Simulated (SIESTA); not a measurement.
## Pb under changes of volume

One of the cells (30.323 Å³/atom); the others are scaled copies at fixed shape and fractional positions:

```
Pb
1.0
     0.00000    2.47502    2.47502
     2.47502    0.00000    2.47502
     2.47502    2.47502    0.00000
Pb
1
Direct
  0.00000 0.00000 0.00000
```

| Item | Value |
| --- | --- |
| Program | SIESTA 5.4.2 |
| Functional | BLYP |
| Potentials or basis | PseudoDojo 0.4 standard (PBE files) |
| Basis | DZP (energy shift 0.003 Ry; two zetas on semicore shells) |
| Grid cutoff | 500 Ry |
| Energy shift | 0.003 Ry |
| k mesh | 9 × 9 × 9 |
| Occupations | fermi-dirac, width 0.05 eV |
| Spin | no spin polarisation |

| volume (Å³/atom) | energy over the lowest point (meV/atom) | pressure (GPa) |
| --- | --- | --- |
| 28.503 | 147.45 | 10.5 |
| 29.110 | 110.81 | 8.8 |
| 29.716 | ? | ? |
| 30.323 | 53.71 | 6.3 |
| 30.929 | 32.11 | 5.2 |
| 31.535 | 14.45 | 4.2 |
| 32.142 | 0.00 | 3.4 |

Q: What does the run at 29.716 Å³/atom give?

A: Energy over the lowest point 79.93 meV/atom; pressure 7.6 GPa.

Worked out: A Birch-Murnaghan fit of order 3 (a polynomial in V^(-2/3)) to the other rows has no minimum within the range. It gives 79.79 meV/atom at 29.716 Å³/atom, against the run's 79.93, and -dE/dV = 7.5 GPa, against 7.6.

Energies are extrapolated to zero smearing.

Caveats: the potentials were made for another functional, which shifts forces and pressure; the basis of atomic orbitals isn't converged, which shifts pressures, moduli and gaps.
